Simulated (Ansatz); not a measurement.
**Hf: single point with PBEsol**

Crystal: Hf.

```xyz
2
Lattice="3.1967 0.0000 0.0000 -1.5983 2.7684 0.0000 0.0000 0.0000 5.0578" Properties=species:S:1:pos:R:3 pbc="T T T"
Hf    1.5908    0.9587    3.8161
Hf   -0.0345    1.8628    1.2476
```

The cell isn't the ideal one: atoms moved at random, drawn with an rms of 0.05 Å.

| Item | Value |
| --- | --- |
| Program | Ansatz 0.2.0 |
| Task | single point |
| Functional | PBEsol |
| Potentials or basis | Ansatz PAW |
| Cutoff | 420 eV (not typed: the program's choice for these potentials) |
| k mesh | 10 × 10 × 5 |
| Occupations | fermi-dirac, width 0.05 eV |
| Spin | no spin polarisation |

```
Pressure               : -3.9 GPa
Largest force          : 0.145 eV/Å
Band gap on the k mesh : none (metal or under the smearing width)
```

Forces in eV/Å, atoms in the order of the input:
```
Hf  -0.060 -0.041 -0.126
Hf   0.060  0.041  0.126
```

Stress tensor (GPa, compression positive):
```
-3.60  0.23  0.05
 0.23 -3.92  0.03
 0.05  0.03 -4.04
```

Levels at points of the mesh, in eV from the Fermi level:
```
             k point  band 24  band 25  band 26  band 27  band 28  band 29
  (0.00, 0.00, 0.00)    -3.71     0.66     1.15     1.19     1.46     1.94
 (0.00, -0.50, 0.00)    -2.75    -2.25    -0.77     0.76     0.94     1.70
 (-0.50, 0.00, 0.00)    -2.75    -2.16    -0.80     0.75     0.79     1.63
(-0.50, -0.50, 0.00)    -2.75    -2.24    -0.77     0.76     0.92     1.69
```

Wall time 6.1 s on 2 threads of Intel(R) Xeon(R) Platinum 8488C (Sapphire Rapids), with other jobs on the host, peak memory 0.58 GiB.

Caveat: the PAW data sets come from PBE, with cores solved anew for the run's functional, which leaves a small shift of forces and pressure. The run has no spin-orbit coupling, so splittings on Hf are missing.
